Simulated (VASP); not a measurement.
## PbS (Galena): single point with HSE06

Crystal: PbS (Galena).

```xyz
2
Lattice="0.0000 2.9657 2.9657 2.9657 0.0000 2.9657 2.9657 2.9657 0.0000" Properties=species:S:1:pos:R:3 pbc="T T T"
Pb    0.0000    0.0000    0.0000
S     2.9657    2.9657    2.9657
```

```
Program                            : VASP 6.6.1
Task                               : single point
Functional                         : HSE06
Potentials or basis                : VASP PAW PBE potentials, release 64 (Pb_d, S)
Cutoff                             : 520 eV
k mesh                             : 4 × 4 × 4
Occupations                        : gaussian, width 0.02 eV
Spin                               : no spin polarisation
Grid for exact exchange (PRECFOCK) : Fast
Screening parameter                : 0.2 1/A
Further INCAR settings             : ALGO = Normal; EDIFF = 1e-06
```

| Quantity | Value |
| --- | --- |
| Pressure | 1.1 GPa |
| Band gap on the k mesh | 0.81 eV, direct |

Levels at points of the mesh, in eV from the valence-band top:
| k point | band 7 | band 8 | band 9 | band 10 | band 11 | band 12 | band 13 | band 14 |
| --- | --- | --- | --- | --- | --- | --- | --- | --- |
| (0.00, 0.00, 0.00) | -6.41 | -2.55 | -2.55 | -2.55 | 6.06 | 6.06 | 6.06 | 7.44 |
| (0.50, 0.00, 0.00) | -9.68 | -2.15 | -2.15 | 0.00 | 0.81 | 2.49 | 2.49 | 9.48 |
| (0.50, 0.50, 0.00) | -7.72 | -5.87 | -3.94 | -3.94 | 4.37 | 6.49 | 6.60 | 6.60 |

It took 2.7 min on 1 thread of AMD EPYC 9R45 (Zen 5) (shared host), peak memory 0.24 GiB.

Caveat: the k mesh is coarse (spacing up to 0.46 Å⁻¹), so the values aren't converged, least of all with exact exchange; the PAW data sets were made with another functional, which shifts forces and pressure a little; spin-orbit coupling is left out, which as a rule narrows the gap of such compounds by several tenths of an eV. A k mesh can miss the band edges.
